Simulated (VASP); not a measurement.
# SnSe2 (P-3m1) in VASP: single point with PBE0

Aim: the single point of SnSe2 with PBE0.

All numbers are computed with VASP 6.6.1; they aren't measurements. Logs are shortened: lines on timing, memory, paths and dates and some standing lists are left out, and cuts for length are marked.

### 1 The crystal as given

Symmetry: P-3m1, No. 164, trigonal system. The conventional cell has a = 3.819 Å, b = 3.819 Å, c = 6.153 Å, α = 90.00°, β = 90.00°, γ = 120.00°. Around Sn (site symmetry -3m) lie 6 Se at 2.72 Å. Around Se (site symmetry 3m) lie 3 Sn at 2.72 Å.

The cell is a database's computed one.

### 2 Single point, PBE0

Contents of POSCAR:

```
SnSe2
1.0
    3.8192700000      0.0000000000      0.0000000000
   -1.9096300000      3.3075800000      0.0000000000
    0.0000000000      0.0000000000      6.1533200000
Sn Se
1 2
Direct
    0.0000000000      0.0000000000      0.0000000000
    0.6666700000      0.3333300000      0.7418900000
    0.3333300000      0.6666700000      0.2581100000
```

Contents of INCAR.step1:

```
  PREC = Accurate
  ENCUT = 520
  EDIFF = 1E-5
  ISMEAR = 0
  SIGMA = 0.02
  LREAL = F
  LASPH = T
  NELM = 60
  ALGO = Normal
  ISIF = 2
  LWAVE = T
  LCHARG = F
  GGA = PE
```

Contents of INCAR.step2:

```
  PREC = Accurate
  ENCUT = 520
  EDIFF = 1E-6
  ISMEAR = 0
  SIGMA = 0.02
  LREAL = F
  LASPH = T
  NELM = 60
  ALGO = Normal
  ISIF = 2
  LWAVE = F
  LCHARG = F
  GGA = PE
  LHFCALC = T
  AEXX = 0.25
  PRECFOCK = Fast
  ISTART = 1
```

Contents of KPOINTS:

```
regular mesh
0
Gamma
  6 6 4
```

Potentials or basis: VASP PAW PBE potentials, release 64 (Sn_d, Se).

On the command line:

```bash
cat potpaw_PBE.64/Sn_d/POTCAR potpaw_PBE.64/Se/POTCAR > POTCAR
cp INCAR.step1 INCAR
mpirun -np 1 vasp_std > vasp.out
cp INCAR.step2 INCAR
mpirun -np 1 vasp_std > vasp.out
```

OUTCAR:

```text
PREC = Accurate
   ENCUT = 520
   EDIFF = 1E-6
   ISMEAR = 0
   LREAL = F
   LASPH = T
   NELM = 60
   ISIF = 2
   GGA = PE
   LHFCALC = T
   AEXX = 0.25
   PRECFOCK = Fast
   ISTART = 1

 ion  position               nearest neighbor table
   1  0.000  0.000  0.000-   2 2.72   3 2.72   3 2.72   2 2.72   2 2.72   3 2.72
   2  0.667  0.333  0.742-   1 2.72   1 2.72   1 2.72
   3  0.333  0.667  0.258-   1 2.72   1 2.72   1 2.72

  LATTYP: Found a hexagonal cell.
 ALAT       =     3.8192700000
 C/A-ratio  =     1.6111246390

  Lattice vectors:

 A1 = (   3.8192700000,   0.0000000000,   0.0000000000)
 A2 = (  -1.9096300000,   3.3075800000,   0.0000000000)
 A3 = (   0.0000000000,   0.0000000000,   6.1533200000)

Analysis of symmetry for initial positions (statically):
=====================================================================
 Subroutine PRICEL returns:
 Original cell was already a primitive cell.

 Routine SETGRP: Setting up the symmetry group for a
 hexagonal supercell.

 Subroutine GETGRP returns: Found  4 space group operations
 (whereof  4 operations were pure point group operations)
 out of a pool of 24 trial point group operations.

The static configuration has the point symmetry C_2h.

Analysis of symmetry for dynamics (positions and initial velocities):
=====================================================================
 Subroutine PRICEL returns:
 Original cell was already a primitive cell.

 Routine SETGRP: Setting up the symmetry group for a
 hexagonal supercell.

 Subroutine GETGRP returns: Found  4 space group operations
 (whereof  4 operations were pure point group operations)
 out of a pool of 24 trial point group operations.

The dynamic configuration has the point symmetry C_2h.

 Subroutine INISYM returns: Found  4 space group operations
 (whereof  4 operations are pure point group operations),
 and found     1 'primitive' translations

----------------------------------------------------------------------------------------

                                     Primitive cell

  volume of cell :      77.7321

  direct lattice vectors                    reciprocal lattice vectors
     3.819270000  0.000000000  0.000000000     0.261830140  0.151167528  0.000000000
    -1.909630000  3.307580000  0.000000000     0.000000000  0.302335847  0.000000000
[... 94 lines left out ...]
   ISYM   =      3    0-nonsym 1-usesym 2-fastsym
   POTIM  = 0.5000    time-step for ionic-motion
   TEBEG  =    0.0;   TEEND  =   0.0 temperature during run
   PSTRESS=    0.0 pullay stress
   NELECT =      26.0000    total number of electrons
   NUPDOWN=      -1.0000    fix difference up-down
   EMIN   =  10.00;   EMAX   =-10.00  energy-range for DOS
   EFERMI =   0.00;   METHOD = LEGACY
   ISMEAR =     0;   SIGMA  =   0.02  broadening in eV -4-tet -1-fermi 0-gaus
   EFERMI_NEDOS =   21; number of points for ismear=-14 and -15
   IALGO  =     38    algorithm
   IMIX   =      1    mixing-type and parameters
     AMIX     =   0.40;   BMIX     =  1.00
     AMIX_MAG =   1.60;   BMIX_MAG =  1.00
  volume/ion in A,a.u.               =      25.91       174.85
  Fermi-wavevector in a.u.,A,eV,Ry     =   1.136403  2.147491 17.570738  1.291413
  Thomas-Fermi vector in A             =   2.273108
   LORBIT       =      0    0 simple, 1 ext, 2 COOP (PROOUT), +10 PAW based schemes
   GGA     = PE    functional components
   LHFCALC =     T    Hartree Fock is set to
   PRECFOCK=fast      Normal, Fast or Accurate (Low or Medium for compatibility)
   ENCUT4O =  -1.0   cutoff for four orbital integrals eV
   NKREDX  =     1    reduce k-point grid by
   NKREDY  =     1    reduce k-point grid by
   NKREDZ  =     1    reduce k-point grid by
   AEXX    =    0.2500 exact exchange contribution
   HFSCREEN=    0.0000 screening length (either q_TF or 0.3 A-1)
   HFSCREENC=   0.0000 screening length for correlation (either q_TF or 0.3 A-1)
   ENCUTFOCK=  -1.0 apply spherical cutoff to Coloumb kernel
   IVDW    =     0    specifies the selected vdW correction
   LEPSILON=     F    determine dielectric tensor
   LRPA    =     F    only Hartree local field effects (RPA)
 non-spin polarized calculation
 Gauss-broadening in eV      SIGMA  =   0.02
  energy-cutoff  :      520.00
  volume of cell :       77.73
 maximum number of plane-waves:      2124
  NGX = 16; NGY = 16; NGZ = 28

 number of electron      26.0000006 magnetization

 Free energy of the ion-electron system (eV)
  ---------------------------------------------------
  ext. energy  EPLUGINS =         0.00000000
  ---------------------------------------------------
  free energy    TOTEN  =       -16.04977953 eV

  energy without entropy =      -16.04977953  energy(sigma->0) =      -16.04977953

 E-fermi :   3.3786     XC(G=0):  -7.4884

 val. band max:        3.2060957525   @ k =  -0.1667   0.1667   0.2500
 cond. band min:       5.2471305880   @ k =   0.5000   0.0000   0.5000
 fundamental gap:      2.0410348355
 Fermi energy:         3.3785695840

 k-point     1 :       0.0000    0.0000    0.0000
  band No.  band energies     occupation
      1     -20.1576      2.00000
      2     -20.1576      2.00000
      3     -20.1032      2.00000
      4     -20.0945      2.00000
      5     -20.0944      2.00000
      6     -11.9700      2.00000
[... 457 lines left out ...]
      4     -20.0717      2.00000
      5     -20.0692      2.00000
      6     -10.1619      2.00000
[... 9 lines left out ...]
     16      10.3242      0.00000
     17      10.6182      0.00000

 [... further k-points ...]

------------------------ aborting loop because EDIFF is reached ----------------------------------------

  FORCE on cell =-STRESS in cart. coord.  units (eV):
  Direction    XX          YY          ZZ          XY          YZ          ZX
  --------------------------------------------------------------------------------------
  -------------------------------------------------------------------------------------
  Total       -0.0340055     -0.0343791     -0.3162576     -0.0003236     -0.0001027      0.0001779
  in kB       -0.7009062     -0.7086056     -6.5185544     -0.0066707     -0.0021168      0.0036669
  external PRESSURE =      -2.6426888 kB  Pullay stress =       0.0000000 kB

 VOLUME and BASIS-vectors are now :
 -----------------------------------------------------------------------------
  energy-cutoff  :      520.00
  volume of cell :       77.73
      direct lattice vectors                 reciprocal lattice vectors
     3.819270000  0.000000000  0.000000000     0.261830140  0.151167528  0.000000000
    -1.909630000  3.307580000  0.000000000     0.000000000  0.302335847  0.000000000
     0.000000000  0.000000000  6.153320000     0.000000000  0.000000000  0.162513895

 POSITION                                       TOTAL-FORCE (eV/Angst)
 -----------------------------------------------------------------------------------
      0.00000      0.00000      0.00000        -0.000000      0.000000     -0.000000
      1.90966      1.10252      4.56509        -0.000076      0.000044      0.387007
     -0.00002      2.20506      1.58823         0.000076     -0.000044     -0.387007
 -----------------------------------------------------------------------------------
    total drift:                                0.000000      0.000000     -0.000001

  FREE ENERGIE OF THE ION-ELECTRON SYSTEM (eV)
  ---------------------------------------------------
  free  energy   TOTEN  =       -16.0497795257 eV

  energy  without entropy=      -16.0497795257  energy(sigma->0) =      -16.04977953
```

Run time: 62 min. Hardware: 1 thread of AMD EPYC 9R45 (Zen 5), shared host; peak memory 0.24 GiB.

What came out:

```yaml
Free_energy: -16.0498 eV
Pressure: -0.3 GPa
Largest_force: 0.387 eV/Å
Band_gap_on_the_k_mesh: 2.04 eV, indirect (least direct gap 2.49 eV)
```

Forces in eV/Å, atoms in the order of the input:
```
Sn   0.000  0.000  0.000
Se   0.000  0.000  0.387
Se   0.000  0.000 -0.387
```

Levels at points of the mesh, in eV from the valence-band top:
```tsv
k point	band 11	band 12	band 13	band 14	band 15	band 16
(0.00, 0.00, 0.00)	-0.30	-0.30	-0.10	2.39	4.62	6.34
(0.50, 0.00, 0.00)	-2.71	-1.43	-0.24	2.53	5.28	6.82
(0.50, 0.50, 0.00)	-2.71	-1.43	-0.24	2.53	5.28	6.82
(0.00, 0.00, 0.50)	-0.73	-0.09	-0.09	4.04	4.53	6.00
(0.50, 0.00, 0.50)	-2.15	-0.93	-0.76	2.04	5.65	6.30
(0.50, 0.50, 0.50)	-2.15	-0.93	-0.76	2.04	5.65	6.30
```

Caveat: the PAW data sets were made with another functional, which shifts forces and pressure a little; spin-orbit coupling is left out, which moves the levels of the heavy elements; this functional lacks dispersion, which binds the layers, so the pressure and a relaxed spacing across them are unreliable. A k mesh can miss the band edges.
